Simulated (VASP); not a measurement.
Write the native input for VASP 6.6.1 that does the following.

| Property | Result |
| --- | --- |
| Task | single point |
| Functional | PBE |
| Potentials or basis | VASP PAW PBE potentials, release 64 (Te, Pb_d) |
| Cutoff | 520 eV |
| k mesh | 6 × 6 × 6 |
| Occupations | fermi-dirac, width 0.02 eV |
| Spin | no spin polarisation |
| Dipole correction | no |
| Further INCAR settings | ALGO = Fast; EDIFF = 1e-07; NBANDS = 17 |

The structure of TePb lies in POSCAR:

```
TePb
1.0
    0.0000000000      3.2860552879      3.2860552879
    3.2860552879      0.0000000000      3.2860552879
    3.2860552879      3.2860552879      0.0000000000
Te Pb
1 1
Direct
    0.5000000000      0.5000000000      0.5000000000
    0.0000000000      0.0000000000      0.0000000000
```

The input as run:

INCAR

```
SYSTEM = TePb
ALGO     = Fast           ! electronic algorithm
EDIFF    = 1E-7           ! SCF threshold, eV
ENCUT    = 520            ! plane-wave cutoff, eV
GGA      = PE             ! functional
ISIF     = 2              ! what is computed and relaxed
ISMEAR   = -1             ! smearing method
LASPH    = .TRUE.         ! aspherical terms in the spheres
LCHARG   = .FALSE.        ! write CHGCAR
LREAL    = .FALSE.        ! projectors in reciprocal space
LWAVE    = .FALSE.        ! write WAVECAR
NBANDS   = 17             ! bands
NELM     = 80             ! most SCF steps
PREC     = Accurate       ! precision mode
SIGMA    = 0.02           ! smearing width, eV
```

KPOINTS

```
k-points
0
G
  6 6 6
  0 0 0
```

Potentials or basis: VASP PAW PBE potentials, release 64 (Te, Pb_d).

Launch:

```console
$ cat potpaw_PBE.64/Te/POTCAR potpaw_PBE.64/Pb_d/POTCAR > POTCAR
$ mpirun -np 1 vasp_std > vasp.out
```

Results of the run:

```
Pressure               : -0.1 GPa
Band gap on the k mesh : 0.83 eV, direct
```

Caveat: spin-orbit coupling is left out, which as a rule narrows the gap of such compounds by several tenths of an eV.

It took 16 s on 1 thread of Intel(R) Xeon(R) 6975P-C (Granite Rapids) (shared host), peak memory 0.2 GiB.
